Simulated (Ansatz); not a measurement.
## Review of an SCF result for VN

VN is taken as a test cell of our own (not relaxed), 2 atoms in the cell.

Level of theory: DFT, r2SCAN, PAW (an earlier, harder data set), plane waves, scalar-relativistic (Ansatz development build ahead of 0.2.0).

```yaml
crystal:
  lattice:
    - [0, 2.065, 2.065]
    - [2.065, 0, 2.065]
    - [2.065, 2.065, 0]
  atoms:
    - { symbol: V, position: [0, 0, 0], spin: 2.0 }
    - { symbol: "N", position: [0.5, 0.5, 0.5] }
kpoints:
  mp_grid: { grid: [4, 4, 4], shift: [0.5, 0.5, 0.5] }
hamiltonian:
  xc: r2scan
  pseudopotentials: { kind: paw }
magnetization:
  spin_polarized: true
scf:
  occupations: { method: fermi_dirac, width: "0.1 eV" }
```

Settings in force: cutoff 870 eV, smearing width 0.1 eV; default search for lower states.

The run converged after 16 iterations in all: spin-polarised, site moments V1 1.09 μB, total 1.35 μB per cell.

The mesh is coarse, so energy differences (and at times their sign) aren't converged.

With one magnetic atom in the cell its copies can only be parallel; orders in a larger cell may lie lower.

Site moments are taken inside atomic spheres and don't add up to the total.

The run converged. Is this the lowest state of the cell, and if not, what lies lower and how is it reached?

As far as the runs go, yes: it is the lowest of 2 states reached by 5 converged runs, and the next lies 0.9 meV/atom higher (non-magnetic (no spin polarisation)). That doesn't prove a ground state. States within about 5 meV/atom are too close for this mesh, smearing and search to settle their order. Only collinear orders within this cell were tried; the true ground state may need a larger cell.
